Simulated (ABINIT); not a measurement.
## Ag in ABINIT: convergence with pawecutdg

The system is Ag.

```
Ag
1.0
     2.93000    0.00000    0.00000
    -1.46500    2.53745    0.00000
     0.00000    0.00000    4.79000
Ag
2
Direct
  0.66667 0.33333 0.75000
  0.33333 0.66667 0.25000
```

This isn't the form of Ag at room conditions, which is fcc.

* Program: ABINIT 10.8.3 (patched build)
* Task: single point
* Functional: RPBE
* Potentials or basis: JTH PAW PBE v2.0
* Cutoff: 463 eV
* k mesh: 10 × 10 × 6
* Occupations: cold (ABINIT), width 0.05 eV
* Spin: no spin polarisation

These are the settings of the first run; the series varies pawecutdg, with any setting tied to it.

Hardware: 1 thread of Arm Neoverse N1, on a shared host.

Task: The values tried are 17 Ha, 20.4, 25.5, 30.6, 37.4, 45.9, 56.1, loosest first. From which on does the energy stay within 1 meV/atom of the tightest run that finished?

Result: From 25.5 on.

```csv
pawecutdg,energy less the tightest run (meV/atom),pressure (GPa),SCF cycles,CPU time (s),peak memory (GiB)
17 Ha,-0.69,4.63,9,28,0.11
20.4,-2.73,4.61,9,28,0.11
25.5,-0.52,4.67,9,28,0.11
30.6,-0.32,4.58,9,29,0.11
37.4,-0.18,4.62,9,29,0.12
45.9,-0.11,4.59,9,29,0.13
56.1,0.00,4.59,9,29,0.14
```

Against the tightest run, the pressure stays within 0.1 GPa from 17 Ha on. The tightest run that finished is the yardstick and may itself not be fully converged.

Caveat, for the tightest run too: the PAW data sets were made with another functional, which shifts forces and pressure a little.
